Q: I need the lattice constants of corundum-type Ga₂O₃, to judge how a film would fit on a substrate. I have six functionals and one cell, and I haven't relaxed anything. Can the pressures alone tell me which functional to use?

VASP 6.6.1, plane-wave DFT with PAW potentials: single-point runs on one fixed 10-atom cell of Ga₂O₃ (space group R-3c), without spin polarisation, spin–orbit coupling or dispersion correction. All runs use a 4 × 4 × 4 k mesh and Fermi–Dirac occupations with a width of 0.05 eV. Pressure and stress are positive in compression.

```
functional                            potentials  wave cutoff  pressure (GPa)  stress xx (GPa)  stress zz (GPa)
       LDA  VASP-PAW-LDA-potentials,-recommended       520 eV          -3.360           -3.240           -3.610
       PBE  VASP-PAW-PBE-potentials,-recommended       520 eV          10.720           11.140            9.880
    PBEsol  VASP-PAW-PBE-potentials,-recommended       520 eV           2.520            2.750            2.040
    r2SCAN  VASP-PAW-PBE-potentials,-recommended       520 eV           2.200            2.410            1.800
      PBE0  VASP-PAW-PBE-potentials,-recommended       450 eV          -0.350           -0.360           -0.330
      SCAN  VASP-PAW-PBE-potentials,-recommended       520 eV           0.950            1.240            0.380
```

A: They can tell you which way each functional would move the cell, and roughly how far. All six runs hold the same atoms at the same places. A positive pressure means that the crystal is squeezed in this cell and would grow if released; a negative one means that it would shrink. LDA pulls inward, PBE pushes outward hard, and PBEsol, r2SCAN and SCAN push outward mildly.

Q: A pressure in GPa doesn't help me. My tolerance is a percentage of a lattice constant.

A: Think first of a diatomic molecule clamped at a fixed bond length. The force on the clamp, divided by the stiffness of the bond, tells you how far the bond would move on release. In a crystal the pressure takes the place of the force and the bulk modulus that of the stiffness. The comparison ends there, because a crystal can also change its shape and shift its atoms inside the cell.

For PBE the pressure is 10.72 GPa, and I recall a bulk modulus of roughly 220 GPa for this oxide. The relative change of volume is 10.72/220, or about 4.9%. A volume is a product of three lengths, so each length changes by a third of that, about 1.6%.

Q: How far do you trust that?

A: Enough to tell half a per cent from one and a half, but there is no relaxed cell here to test it against. No constant was adjusted to any row; the only input from outside is the bulk modulus. A crystal softens as it expands, so the direction of the error depends on where the recalled modulus holds. If it is PBE's stiffness in this squeezed cell, the PBE figure is a little low; if it is the stiffness at PBE's own relaxed volume, the figure is a little high. The estimate also treats all directions alike, whereas PBE pushes harder in the basal plane (stress xx, 11.1 GPa) than along the long axis (stress zz, 9.9 GPa). The two stresses don't translate one to one into the edges a and c, because growth in the plane tends to pull c in. For SCAN, with 1.24 GPa in the plane and 0.38 GPa along the axis, a is expected to grow by more than the average figure while c barely moves, and a is the edge that a film grown on the basal plane must match.

The atoms inside the cell aren't at rest either. In the five runs that report forces, the oxygen atoms still feel 0.1 to 0.2 eV/Å. Letting them move would shift the stresses by an amount that these runs don't give.

Q: Then how large are the steps between the levels, measured against my tolerance?

A: An error of 1% in length corresponds to 6.6 GPa. Going from LDA to PBE changes the pressure by about 14 GPa, or some 2% in length, which would matter for almost any question of lattice fit. PBEsol, r2SCAN and SCAN differ among themselves by only 1.6 GPa, about a quarter of a per cent when averaged over directions. The output printed below gives the estimate for every row, and only PBE would move the cell by more than 1%.

Q: Why do LDA and PBE disagree so strongly? They are both simple functionals.

A: The difference is usually traced to how they treat the thin electron density where neighbouring ions meet. When the crystal expands, that density falls, and its change over a typical electron wavelength grows relative to the density itself. This ratio is called the reduced gradient. PBE assigns a lower exchange energy to regions where it is large, so expansion is rewarded. LDA sees only the local density and gives no such reward, and it is well known for making solids too small. The denser outer shells of the ions are expected to contribute as well; these runs don't show where in the cell the difference arises.

PBEsol uses the same kind of formula with a gradient coefficient in exchange a little over half that of PBE. Its pressure duly falls between the two, at about 40% of the way from LDA to PBE. The match isn't proportional, and it needn't be: the gradient term in correlation differs too, and the LDA run has its own potentials. For a related oxide you can reason in the same way: the stronger the reward for gradients, the larger the cell, and the stiffer the crystal, the smaller the change in length for a given pressure.

Q: What do r2SCAN and SCAN add?

A: They also use the kinetic energy density of the electrons. It helps them to distinguish a covalent bond from a metallic region or from the weak overlap of closed shells, so one formula need not serve all three. Here both remove most of PBE's outward push, as PBEsol does with a simpler change. PBEsol and r2SCAN end up only 0.3 GPa apart, and I wouldn't rank them on that without convergence tests. Every run except LDA also uses potentials made for PBE, and what this does to the pressures of the other functionals is untested here.

Q: PBE0 has the pressure closest to zero. Doesn't that make it the best?

A: Not on this evidence, because its run used a lower wave cutoff, 450 eV instead of 520 eV, and a fast, less accurate setting for exact exchange. The cutoff limits how fine a detail the plane waves can describe. If the cell expands while the number of waves stays the same, they describe the electrons less well and the energy rises artificially. The calculated stress contains this false resistance to expansion, known as Pulay stress, and it makes the pressure too negative. At 520 eV the effect should be smaller, but not absent.

The correction could reach a GPa or more in an oxide, and no second run at 450 eV is there to measure it. So neither the negative sign of PBE0 nor its place below SCAN is secure. PBE0 is also the only row in which stress xx doesn't exceed stress zz. Pulay stress is expected to be nearly the same in all directions, so it doesn't account for that, and the cause is open. The fall of 11 GPa from PBE is another matter, since an error of that whole size would be implausible. PBE0 swaps a quarter of PBE's exchange for exact exchange, and to first order the pressure changes through this swap on an unchanged density, so any contraction of the ions is expected to matter little. Losing a quarter of the gradient reward is unlikely to explain a fall almost as large as the whole step from LDA to PBE; exact exchange is expected to favour the shorter contacts on its own account. These runs don't separate the parts.

Q: Setting PBE0 aside, should I then take the functional nearest to zero among the others?

A: Only if zero were the right target, and for a measured cell it isn't quite. The edges used here are close to the measured ones as I roughly recall them, though the origin of the cell isn't stated. Real atoms vibrate, even at absolute zero, and their vibrations push the crystal outward. These calculations leave that push out. At the measured volume a perfect functional should therefore show a negative pressure, expected to be about one GPa or more at absolute zero and larger for a cell measured at room temperature.

SCAN is the nearest to zero, at 0.95 GPa, but a shift of this size can upset the ranking. The point halfway between LDA and PBEsol lies at −0.42 GPa, so if the true target is below that, LDA is the closer of the two. Below about −1.2 GPa, LDA would be closer than SCAN as well, and a target that low is quite possible. Removing any Pulay stress left at 520 eV would raise every pressure and help LDA further. The case against PBE only grows stronger, because its pressure lies on the far side of zero.

Q: So LDA might be as good as PBEsol here?

A: For the size of this cell, yes, as far as these numbers can tell. They err in opposite directions, and the comparison can't separate them until vibrations and relaxation are included. If 1% is good enough, either will probably do. If your film needs 0.1%, that corresponds to only about 0.7 GPa, and then vibrations, cutoff and atomic positions have to be dealt with as well as the choice of functional.

Q: I may also need the band gap. Does a functional that gets the cell right get the gap right?

A: Not necessarily, so the two have to be judged separately. In this fixed cell LDA, PBE and PBEsol give gaps within 0.1 eV of each other, all near 2.9 eV, although their pressures differ enormously. The gradient terms alter how the energy responds to volume but hardly touch the spacing between filled and empty levels. SCAN raises the gap to 3.5 eV, r2SCAN to 3.6 eV and PBE0 to 5.4 eV. The measured gap is roughly 5 eV as I recall it, so for this purpose the step to PBE0 is the one that counts.

Q: What would that step cost me?

A: LDA, PBE and PBEsol evaluate exchange point by point from the density, so they cost about the same. The kinetic energy density makes SCAN and r2SCAN somewhat dearer. Exact exchange is of another order, because each orbital has to be paired with every occupied orbital at every mesh point. Here that means 44 orbitals times 64 points, or 2816 partners before symmetry helps. The run time doesn't grow by that factor, but the count shows why a hybrid is a poor tool for many relaxation steps.

Q: How should I proceed, then?

A: Relax the cell and the atoms with PBEsol or r2SCAN and also with LDA. The pressures don't favour the first two over LDA, and since they pull in opposite directions the pair shows how far the answer depends on the functional. The pressures don't rule out SCAN, but it is known to be more sensitive to the numerical grid than r2SCAN. Raise the cutoff until the pressure stops changing by more than your tolerance allows, at 0.7 GPa for each 0.1% in length. Keep PBE0 for a single run on the relaxed cell, and only if you need the gap.

Printed output of the fit:

```
Pressure and estimated change on relaxation:
     row  P_GPa  volume_percent  length_percent  xx_minus_zz_GPa  gap_eV
     LDA  -3.36          -1.527         -0.5091             0.37   2.851
     PBE  10.72           4.873           1.624             1.26   2.897
  PBEsol   2.52           1.145          0.3818             0.71   2.832
  r2SCAN    2.2               1          0.3333             0.61   3.597
    PBE0  -0.35         -0.1591        -0.05303            -0.03   5.407
    SCAN   0.95          0.4318          0.1439             0.86   3.489
Pressure step from LDA to PBE in GPa: 14.08
The same step as a change of length in percent: 2.133
Pressure step from PBE to PBEsol in GPa: -8.2
Pressure step from PBE to r2SCAN in GPa: -8.52
Pressure step from PBE to SCAN in GPa: -9.77
Pressure step from PBE to PBE0 in GPa, settings differ: -11.07
Shift LDA to PBEsol as a share of the shift LDA to PBE: 0.4176
Exchange gradient coefficient of PBEsol over that of PBE: 0.5455
Spread among PBEsol and r2SCAN and SCAN in GPa: 1.57
The same spread as a change of length in percent: 0.2379
PBEsol minus r2SCAN in GPa: 0.32
Pressure for a length error of 1 percent in GPa: 6.6
Number of rows with estimated length change below 1 percent: 5
Midpoint of LDA and PBEsol pressures in GPa: -0.42
Midpoint of LDA and r2SCAN pressures in GPa: -0.58
Midpoint of LDA and SCAN pressures in GPa: -1.205
Gap step from PBE to PBE0 in eV: 2.51
Gap spread among LDA and PBE and PBEsol in eV: 0.0644
Occupied orbitals times mesh points met by each orbital in exact exchange: 2816
```
